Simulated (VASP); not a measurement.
# GaSb (F-43m) in VASP: notebook

Runs on GaSb. Level: r2SCAN. Tasks: single point, relaxation of cell and atoms.

Program: VASP 6.6.1. These are calculated values, not measurements. Logs are shortened: lines on timing, memory, paths and dates and some standing lists are left out, and cuts for length are marked.

**Measured values to compare with.**

From a printed reference work, data compilation, for a bulk crystal of GaSb at 4.2 K: band gap 0.811 eV (direct).

The results are compared with them further down.

## Step 1: The structure

Symmetry: F-43m, No. 216, cubic system. The conventional cell has a = 6.132 Å, b = 6.132 Å, c = 6.132 Å, α = 90.00°, β = 90.00°, γ = 90.00°. Ga (site symmetry -43m) is surrounded by 4 Sb at 2.66 Å. Around Sb (site symmetry -43m) lie 4 Ga at 2.66 Å.

## Step 2: Single point, r2SCAN

The input, POSCAR:

```
GaSb
1.0
    0.0000000000      3.0661484735      3.0661484735
    3.0661484735      0.0000000000      3.0661484735
    3.0661484735      3.0661484735      0.0000000000
Ga Sb
1 1
Direct
    0.0000000000      0.0000000000      0.0000000000
    0.7500000000      0.7500000000      0.7500000000
```

The input, INCAR.step1:

```
SYSTEM = GaSb
  PREC = Accurate
  ENCUT = 520
  ISMEAR = 0
  SIGMA = 0.02
  LREAL = .False.
  LASPH = .True.
  NELM = 100
  NBANDS = 16
  GGA = PE
  ALGO = Normal
  EDIFF = 1E-4
  LWAVE = .True.
  LCHARG = .False.
```

The input, INCAR.step2:

```
SYSTEM = GaSb
  PREC = Accurate
  ENCUT = 520
  EDIFF = 1E-6
  ISMEAR = 0
  SIGMA = 0.02
  LREAL = .False.
  LASPH = .True.
  NELM = 100
  ALGO = Normal
  ISIF = 2
  LWAVE = .False.
  LCHARG = .False.
  METAGGA = R2SCAN
  LMIXTAU = .True.
  NBANDS = 16
  ISTART = 1
```

The input, KPOINTS:

```
regular mesh
0
Gamma
  10 10 10
  0 0 0
```

Potentials or basis: VASP PAW PBE potentials, release 64 (Ga_d, Sb).

Launch:

```bash
$ cat potpaw_PBE.64/Ga_d/POTCAR potpaw_PBE.64/Sb/POTCAR > POTCAR
$ cp INCAR.step1 INCAR
$ mpirun -np 1 vasp_std > vasp.out
$ cp INCAR.step2 INCAR
$ mpirun -np 1 vasp_std > vasp.out
```

OUTCAR:

```text
SYSTEM = GaSb
   PREC = Accurate
   ENCUT = 520
   EDIFF = 1E-6
   ISMEAR = 0
   LREAL = .False.
   LASPH = .True.
   NELM = 100
   ISIF = 2
   METAGGA = R2SCAN
   ISTART = 1

 ion  position               nearest neighbor table
   1  0.000  0.000  0.000-   2 2.66   2 2.66   2 2.66   2 2.66
   2  0.750  0.750  0.750-   1 2.66   1 2.66   1 2.66   1 2.66

  LATTYP: Found a face centered cubic cell.
 ALAT       =     6.1322969470

  Lattice vectors:

 A1 = (   0.0000000000,   3.0661484735,   3.0661484735)
 A2 = (   3.0661484735,   0.0000000000,   3.0661484735)
 A3 = (   3.0661484735,   3.0661484735,   0.0000000000)

Analysis of symmetry for initial positions (statically):
=====================================================================
 Subroutine PRICEL returns:
 Original cell was already a primitive cell.

 Routine SETGRP: Setting up the symmetry group for a
 face centered cubic supercell.

 Subroutine GETGRP returns: Found 24 space group operations
 (whereof 24 operations were pure point group operations)
 out of a pool of 48 trial point group operations.

The static configuration has the point symmetry T_d .

Analysis of symmetry for dynamics (positions and initial velocities):
=====================================================================
 Subroutine PRICEL returns:
 Original cell was already a primitive cell.

 Routine SETGRP: Setting up the symmetry group for a
 face centered cubic supercell.

 Subroutine GETGRP returns: Found 24 space group operations
 (whereof 24 operations were pure point group operations)
 out of a pool of 48 trial point group operations.

The dynamic configuration has the point symmetry T_d .

 Subroutine INISYM returns: Found 24 space group operations
 (whereof 24 operations are pure point group operations),
 and found     1 'primitive' translations

----------------------------------------------------------------------------------------

                                     Primitive cell

  volume of cell :      57.6514

  direct lattice vectors                    reciprocal lattice vectors
     0.000000000  3.066148474  3.066148474    -0.163071033  0.163071033  0.163071033
     3.066148474  0.000000000  3.066148474     0.163071033 -0.163071033  0.163071033
     3.066148474  3.066148474  0.000000000     0.163071033  0.163071033 -0.163071033

  length of vectors
     4.336188755  4.336188755  4.336188755     0.282447315  0.282447315  0.282447315

  position of ions in fractional coordinates (direct lattice)
     0.000000000  0.000000000  0.000000000
     0.750000000  0.750000000  0.750000000

  ion indices of the primitive-cell ions
   primitive index   ion index
                 1           1
                 2           2

----------------------------------------------------------------------------------------

 KPOINTS: regular mesh

Automatic generation of k-mesh.
 Grid dimensions read from file:
 generate k-points for:   10   10   10

 Generating k-lattice:

  Cartesian coordinates                     Fractional coordinates (reciprocal lattice)
    -0.016307103  0.016307103  0.016307103     0.100000000  0.000000000  0.000000000
     0.016307103 -0.016307103  0.016307103     0.000000000  0.100000000  0.000000000
     0.016307103  0.016307103 -0.016307103     0.000000000  0.000000000  0.100000000

  Length of vectors
     0.028244732  0.028244732  0.028244732

  Shift w.r.t. Gamma in fractional coordinates (k-lattice)
     0.000000000  0.000000000  0.000000000

 Subroutine IBZKPT returns following result:
 ===========================================

 Found     47 irreducible k-points:

 Following reciprocal coordinates:
            Coordinates               Weight
  0.000000  0.000000  0.000000      1.000000
  0.100000  0.000000  0.000000      8.000000
  0.200000  0.000000  0.000000      8.000000
  0.300000  0.000000  0.000000      8.000000
  0.400000  0.000000  0.000000      8.000000
  0.500000  0.000000  0.000000      4.000000
[... 16 lines left out ...]
  0.300000  0.300000  0.000000      6.000000
  0.400000  0.300000  0.000000     24.000000
 [... further k-points ...]
   k-points           NKPTS =     47   k-points in BZ     NKDIM =     47   number of bands    NBANDS=     16
   number of dos      NEDOS =    301   number of ions     NIONS =      2
   total plane-waves  NPLWV =  32768
   dimension x,y,z NGX =    32 NGY =   32 NGZ =   32
   dimension x,y,z NGXF=    64 NGYF=   64 NGZF=   64
   ions per type =               1   1
   NGX,Y,Z   is equivalent  to a cutoff of  12.27, 12.27, 12.27 a.u.
   NGXF,Y,Z  is equivalent  to a cutoff of  24.54, 24.54, 24.54 a.u.
 SYSTEM =  GaSb
   PREC   = accura    normal or accurate (medium, high low for compatibility)
   ISTART =      1    job   : 0-new  1-cont  2-samecut
   ICHARG =      0    charge: 1-file 2-atom 10-const
   ISPIN  =      1    spin polarized calculation?
   LNONCOLLINEAR =      F non collinear calculations
   LSORBIT =      F    spin-orbit coupling
   LASPH  =      T    aspherical Exc in radial PAW
   ENCUT  =  520.0 eV  38.22 Ry    6.18 a.u.   8.06  8.06  8.06*2*pi/ulx,y,z
   NELM   =    100;   NELMIN=  2; NELMDL=  0     # of ELM steps
   EDIFF  = 0.1E-05   stopping-criterion for ELM
   LREAL  =      F    real-space projection
   EDIFFG = 0.1E-04   stopping-criterion for IOM
   NSW    =      0    number of steps for IOM
   IBRION =     -1    ionic relax: 0-MD 1-quasi-New 2-CG
   NFREE  =      0    steps in history (QN), initial steepest desc. (CG)
   ISIF   =      2    stress and relaxation
   ISYM   =      2    0-nonsym 1-usesym 2-fastsym
   POTIM  = 0.5000    time-step for ionic-motion
   TEBEG  =    0.0;   TEEND  =   0.0 temperature during run
   PSTRESS=    0.0 pullay stress
   NELECT =      18.0000    total number of electrons
   NUPDOWN=      -1.0000    fix difference up-down
   EMIN   =  10.00;   EMAX   =-10.00  energy-range for DOS
   EFERMI =   0.00;   METHOD = LEGACY
   ISMEAR =     0;   SIGMA  =   0.02  broadening in eV -4-tet -1-fermi 0-gaus
   EFERMI_NEDOS =   21; number of points for ismear=-14 and -15
   IALGO  =     38    algorithm
   IMIX   =      4    mixing-type and parameters
     AMIX     =   0.40;   BMIX     =  1.00
     AMIX_MAG =   1.60;   BMIX_MAG =  1.00
  volume/ion in A,a.u.               =      28.83       194.53
  Fermi-wavevector in a.u.,A,eV,Ry     =   1.110612  2.098753 16.782238  1.233460
  Thomas-Fermi vector in A             =   2.247166
   LORBIT       =      0    0 simple, 1 ext, 2 COOP (PROOUT), +10 PAW based schemes
   METAGGA = R2SCAN    functional components
   LHFCALC =     F    Hartree Fock is set to
   AEXX    =    0.0000 exact exchange contribution
   IVDW    =     0    specifies the selected vdW correction
   LEPSILON=     F    determine dielectric tensor
   LRPA    =     F    only Hartree local field effects (RPA)
 non-spin polarized calculation
 Gauss-broadening in eV      SIGMA  =   0.02
  energy-cutoff  :      520.00
  volume of cell :       57.65
 maximum number of plane-waves:      1588
   NGX = 17   NGY = 17   NGZ = 17

 number of electron      17.9999989 magnetization

 Free energy of the ion-electron system (eV)
  ---------------------------------------------------
  ext. energy  EPLUGINS =         0.00000000
  ---------------------------------------------------
  free energy    TOTEN  =       -37.60494137 eV

  energy without entropy =      -37.60494137  energy(sigma->0) =      -37.60494137

 E-fermi :   4.7361     XC(G=0):  -9.6894

 val. band max:        4.6123104973   @ k =   0.0000   0.0000   0.0000
 cond. band min:       5.0085307226   @ k =   0.0000   0.0000   0.0000
 fundamental gap:      0.3962202253
 Fermi energy:         4.7361425571

 k-point     1 :       0.0000    0.0000    0.0000
  band No.  band energies     occupation
      1     -10.8697      2.00000
      2     -10.8697      2.00000
      3     -10.8697      2.00000
      4     -10.8138      2.00000
      5     -10.8138      2.00000
      6      -7.2692      2.00000
[... 8 lines left out ...]
     15      13.6197      0.00000
     16      13.6197      0.00000

 k-point     2 :       0.1000    0.0000    0.0000
  band No.  band energies     occupation
      1     -10.8726      2.00000
      2     -10.8685      2.00000
      3     -10.8684      2.00000
      4     -10.8139      2.00000
      5     -10.8139      2.00000
      6      -7.1615      2.00000
[... 8 lines left out ...]
     15      13.0112      0.00000
     16      13.0112      0.00000

 k-point     3 :       0.2000    0.0000    0.0000
  band No.  band energies     occupation
      1     -10.8800      2.00000
      2     -10.8653      2.00000
      3     -10.8653      2.00000
      4     -10.8141      2.00000
      5     -10.8141      2.00000
      6      -6.8482      2.00000
[... 8 lines left out ...]
     15      12.5806      0.00000
     16      12.5806      0.00000

 k-point     4 :       0.3000    0.0000    0.0000
  band No.  band energies     occupation
      1     -10.8890      2.00000
      2     -10.8617      2.00000
      3     -10.8616      2.00000
      4     -10.8141      2.00000
      5     -10.8141      2.00000
      6      -6.3680      2.00000
[... 8 lines left out ...]
     15      12.9002      0.00000
     16      12.9003      0.00000

 k-point     5 :       0.4000    0.0000    0.0000
  band No.  band energies     occupation
      1     -10.8961      2.00000
      2     -10.8591      2.00000
      3     -10.8590      2.00000
      4     -10.8137      2.00000
      5     -10.8137      2.00000
      6      -5.8376      2.00000
[... 8 lines left out ...]
     15      13.9533      0.00000
     16      13.9533      0.00000

 k-point     6 :       0.5000    0.0000    0.0000
  band No.  band energies     occupation
      1     -10.8988      2.00000
      2     -10.8581      2.00000
      3     -10.8581      2.00000
      4     -10.8135      2.00000
      5     -10.8135      2.00000
      6      -5.5664      2.00000
[... 8 lines left out ...]
     15      15.0891      0.00000
     16      15.0892      0.00000

 k-point     7 :       0.1000    0.1000    0.0000
  band No.  band energies     occupation
      1     -10.8749      2.00000
      2     -10.8673      2.00000
      3     -10.8673      2.00000
      4     -10.8146      2.00000
      5     -10.8133      2.00000
      6      -7.1253      2.00000
[... 8 lines left out ...]
     15      12.1994      0.00000
     16      13.7551      0.00000

 k-point     8 :       0.2000    0.1000    0.0000
  band No.  band energies     occupation
      1     -10.8812      2.00000
      2     -10.8647      2.00000
      3     -10.8641      2.00000
      4     -10.8155      2.00000
      5     -10.8130      2.00000
      6      -6.8793      2.00000
[... 8 lines left out ...]
     15      12.6341      0.00000
     16      13.4734      0.00000

 k-point     9 :       0.3000    0.1000    0.0000
  band No.  band energies     occupation
      1     -10.8891      2.00000
      2     -10.8616      2.00000
      3     -10.8604      2.00000
      4     -10.8160      2.00000
      5     -10.8128      2.00000
      6      -6.4498      2.00000
[... 8 lines left out ...]
     15      13.0859      0.00000
     16      13.5848      0.00000
[... 172 lines left out ...]
 k-point    19 :       0.5000    0.2000    0.0000
  band No.  band energies     occupation
      1     -10.9038      2.00000
      2     -10.8544      2.00000
      3     -10.8527      2.00000
      4     -10.8179      2.00000
      5     -10.8124      2.00000
      6      -5.3618      2.00000
[... 8 lines left out ...]
     15      15.1539      0.00000
     16      15.2023      0.00000

 k-point    20 :      -0.4000    0.2000    0.0000
  band No.  band energies     occupation
      1     -10.9032      2.00000
      2     -10.8546      2.00000
      3     -10.8536      2.00000
      4     -10.8161      2.00000
      5     -10.8138      2.00000
      6      -5.2827      2.00000
[... 8 lines left out ...]
     15      13.5402      0.00000
     16      14.7598      0.00000

 k-point    21 :      -0.3000    0.2000    0.0000
  band No.  band energies     occupation
      1     -10.8991      2.00000
      2     -10.8563      2.00000
      3     -10.8559      2.00000
      4     -10.8152      2.00000
      5     -10.8146      2.00000
      6      -5.6808      2.00000
[... 8 lines left out ...]
     15      13.5818      0.00000
     16      15.2592      0.00000

 k-point    22 :      -0.2000    0.2000    0.0000
  band No.  band energies     occupation
      1     -10.8927      2.00000
      2     -10.8602      2.00000
      3     -10.8582      2.00000
      4     -10.8157      2.00000
      5     -10.8137      2.00000
      6      -6.1972      2.00000
[... 8 lines left out ...]
     15      14.0264      0.00000
     16      14.4982      0.00000

 k-point    23 :       0.3000    0.3000    0.0000
  band No.  band energies     occupation
      1     -10.9021      2.00000
      2     -10.8528      2.00000
      3     -10.8527      2.00000
      4     -10.8213      2.00000
      5     -10.8108      2.00000
      6      -6.0310      2.00000
[... 8 lines left out ...]
     15      14.8383      0.00000
     16      15.2470      0.00000

 k-point    24 :       0.4000    0.3000    0.0000
  band No.  band energies     occupation
      1     -10.9075      2.00000
      2     -10.8500      2.00000
      3     -10.8495      2.00000
      4     -10.8225      2.00000
      5     -10.8104      2.00000
      6      -5.5825      2.00000
[... 8 lines left out ...]
     15      15.4663      0.00000
     16      15.6758      0.00000

 [... further k-points ...]
[... 5 lines left out ...]
  --------------------------------------------------------------------------------------
  -------------------------------------------------------------------------------------
  Total        0.0320964      0.0320964      0.0320964      0.0000000     -0.0000000     -0.0000000
  in kB        0.8919853      0.8919853      0.8919853      0.0000000     -0.0000000     -0.0000000
  external PRESSURE =       0.8919853 kB  Pullay stress =       0.0000000 kB

 VOLUME and BASIS-vectors are now :
 -----------------------------------------------------------------------------
  energy-cutoff  :      520.00
  volume of cell :       57.65
      direct lattice vectors                 reciprocal lattice vectors
     0.000000000  3.066148474  3.066148474    -0.163071033  0.163071033  0.163071033
     3.066148474  0.000000000  3.066148474     0.163071033 -0.163071033  0.163071033
     3.066148474  3.066148474  0.000000000     0.163071033  0.163071033 -0.163071033

 POSITION                                       TOTAL-FORCE (eV/Angst)
 -----------------------------------------------------------------------------------
      0.00000      0.00000      0.00000         0.000000      0.000000      0.000000
      4.59922      4.59922      4.59922        -0.000000     -0.000000     -0.000000
 -----------------------------------------------------------------------------------
    total drift:                                0.000002      0.000002      0.000002

  FREE ENERGIE OF THE ION-ELECTRON SYSTEM (eV)
  ---------------------------------------------------
  free  energy   TOTEN  =       -37.6049413743 eV

  energy  without entropy=      -37.6049413743  energy(sigma->0) =      -37.60494137
```

Wall time 66 s (1 thread of AMD EPYC 9R45 (Zen 5), shared host); peak memory 0.18 GiB.

What came out:

```yaml
Free_energy: -37.6049 eV
Pressure: 0.1 GPa
Band_gap_on_the_k_mesh: 0.40 eV, direct
```

Caveat: the PAW data sets were made with another functional, which shifts forces and pressure a little; spin-orbit coupling is left out, which moves the levels of the heavy elements.

(Continued in part 2 of 2.)
